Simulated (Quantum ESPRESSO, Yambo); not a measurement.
An input for Quantum ESPRESSO 7.5 (CdTe (F-43m)):

```
&control
  calculation = 'nscf'
  prefix = 'x'
  outdir = 'o'
  pseudo_dir = 'pseudo'
/
&system
  ibrav = 0
  nat = 2
  ntyp = 2
  ecutwfc = 94.0
  nbnd = 74
  force_symmorphic = .true.
  noncolin = .true.
  lspinorb = .true.
/
&electrons
  conv_thr = 1e-9
  electron_maxstep = 80
  diago_full_acc = .true.
  diago_thr_init = 5e-6
/
ATOMIC_SPECIES
  Cd 112.41 Cd.upf
  Te 127.6 Te.upf
CELL_PARAMETERS angstrom
  0.0000000000 3.2400000000 3.2400000000
  3.2400000000 0.0000000000 3.2400000000
  3.2400000000 3.2400000000 0.0000000000
ATOMIC_POSITIONS crystal
  Cd 0.0000000000 0.0000000000 0.0000000000
  Te 0.2500000000 0.2500000000 0.2500000000
K_POINTS automatic
  6 6 6 0 0 0
```

```sh
OMP_NUM_THREADS=1 mpirun -n 4 pw.x -nk 4 -in pw.in > pw.out
```

**Question.** Estimate wall time and host memory on 4 MPI ranks of Arm Neoverse V1, shared host.

It took 33 s; on shared hardware allow 17 s to 67 s. Peak host memory was 0.65 GiB.

[Paths, hosts, dates, memory and timing lines, banners, echoed tables and standing remarks are left out of the program output.]

[Logs are printed without paths, hosts, clocks, repeated set-up lines and the standing remarks that a program may print on its own settings, such as how far it seeks lower states.]

[Runs of the session that timed out or met a known fault of the program may be left out.]

[Hosts, paths, dates, database ids (printed as entryN), source tags and the programs' standing remarks are cut or masked in the printed files.]
